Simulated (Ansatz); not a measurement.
# Hg: how the settings move a single-point run

Aim: see which settings change the result for Hg, by how much, and at what cost.

Program: Ansatz 0.2.0. Level of theory: reference: DFT, PBE, plane waves, PAW. These are calculated values, not measurements.

2 further runs of the same task are left out: 1 for a known fault of the program, 1 that didn't finish.

### 1 The structure to begin with

The structure is orthorhombic, space group Fmmm (No. 69). The conventional cell has a = 3.306 Å, b = 5.359 Å, c = 5.578 Å, α = 90.00°, β = 90.00°, γ = 90.00°. Hg (site symmetry mmm) has 10 Hg at 3.15 to 3.31 Å as nearest neighbours.

Coordinates:

```cif
data_structure
_symmetry_space_group_name_H-M 'Fmmm'
_symmetry_Int_Tables_number 69
_cell_length_a 3.3062
_cell_length_b 5.3592
_cell_length_c 5.5776
_cell_angle_alpha 90.000
_cell_angle_beta 90.000
_cell_angle_gamma 90.000
_cell_volume 98.83
loop_
_atom_site_label
_atom_site_type_symbol
_atom_site_symmetry_multiplicity
_atom_site_Wyckoff_symbol
_atom_site_fract_x
_atom_site_fract_y
_atom_site_fract_z
_atom_site_occupancy
Hg1 Hg 4 a 0.00000 0.00000 0.00000 1
```

### 2 Baseline

Input file input.yaml:

```yaml
crystal:
  lattice:
    - [5.6351521476, 0.0, 0.0992471465]
    - [0.0, 5.577641845, 0.0]
    - [-2.6288452079, 0.0, 4.6701544686]
  atoms:
    - { symbol: Hg, position: [0.0, 0.5, 0.5] }
    - { symbol: Hg, position: [0.0, 0.0, 0.0] }
    - { symbol: Hg, position: [0.3333333386, -6.7083e-06, 0.6666667025] }
    - { symbol: Hg, position: [0.6666666614, 0.4999932917, 0.8333332975] }
    - { symbol: Hg, position: [0.6666666614, 1.0000067083, 0.3333332975] }
    - { symbol: Hg, position: [0.3333333386, 0.5000067083, 0.1666667025] }
kpoints:
  mp_grid: { grid: [4, 4, 4] }
hamiltonian:
  xc: pbe
scf:
  occupations: { method: fermi_dirac, width: 0.02 }
  n_extra_bands: 5
output:
  forces: true
  stress: true
  eigenvalues: true
```

Launch:

```sh
ansatz run input.yaml --threads 4 --pin off --max-ram 4608MiB --backend cpu --events-out ev --progress --plain --runs-dir out
```

### 3 Changed: occupations.width 0.05

Changes to input.yaml since step 2:

```diff
@@ -17,3 +17,3 @@
 scf:
-  occupations: { method: fermi_dirac, width: 0.02 }
+  occupations: { method: fermi_dirac, width: 0.05 }
   n_extra_bands: 5
```

### 4 Variant: occupations.width 0.001

Changes to input.yaml since step 2:

```diff
@@ -17,3 +17,3 @@
 scf:
-  occupations: { method: fermi_dirac, width: 0.02 }
+  occupations: { method: fermi_dirac, width: 0.001 }
   n_extra_bands: 5
```

### 5 The same system, input altered

Changes to input.yaml since step 2:

```diff
@@ -18,3 +18,3 @@
   occupations: { method: fermi_dirac, width: 0.02 }
-  n_extra_bands: 5
+  n_extra_bands: 0
 output:
```

### 7 Changed: mixing.ndim 30

Changes to input.yaml since step 2:

```diff
@@ -19,2 +19,4 @@
   n_extra_bands: 5
+  mixing: { ndim: 30 }
+  max_iter: 72
 output:
```

(Steps that only read results are left out.)

What does the calculation give? Wanted: for each run, ending; energy change; pressure; gap; force.

The runs gave:

| run | ending | energy change | pressure (GPa) | gap (eV) | force (eV/Å) | cycles | time |
| --- | --- | --- | --- | --- | --- | --- | --- |
| reference | converged | 0 | 3.4 | 0.00 | 0.00 | 6 | 6.2 s |
| 1: occupations.width 0.05 | converged | -0.1 meV/atom (σ→0) | 3.3 | 0.00 | 0.00 | 6 | 6.4 s |
| 2: occupations.width 0.001 | converged | +0.1 meV/atom (σ→0) | 3.3 | 0.00 | 0.00 | 6 | 6.2 s |
| 3: n_extra_bands 0 | refused | - | - | - | - | - | 0.14 s |
| 4: mixing.ndim 30 | converged | 0.0 meV/atom | 3.4 | 0.00 | 0.00 | 6 | 5.8 s |

Residual by cycle in the longest SCF loop of each run; runs are numbered as in the table. The quantity is the density residual dr2, in eV.

| cycle | reference | run 1 | run 2 | run 4 |
| --- | --- | --- | --- | --- |
| 1 | 0.00203 | 0.00194 | 0.00201 | 0.00203 |
| 2 | 7.8e-4 | 7.4e-4 | 7.7e-4 | 2.3e-4 |
| 3 | 3.0e-5 | 2.9e-5 | 3.0e-5 | 6.7e-5 |
| 4 | 2.6e-6 | 2.9e-6 | 2.9e-6 | 2.8e-7 |
| 5 | 1.2e-7 | 1.3e-7 | 1.2e-7 | 5.3e-9 |
| 6 | 7.4e-9 | 8.3e-9 | 6.5e-9 | 2.5e-10 |

The pressure spans 3.3 to 3.4 GPa over the reference and the converged variants. 1 of the 4 altered inputs did not end normally.
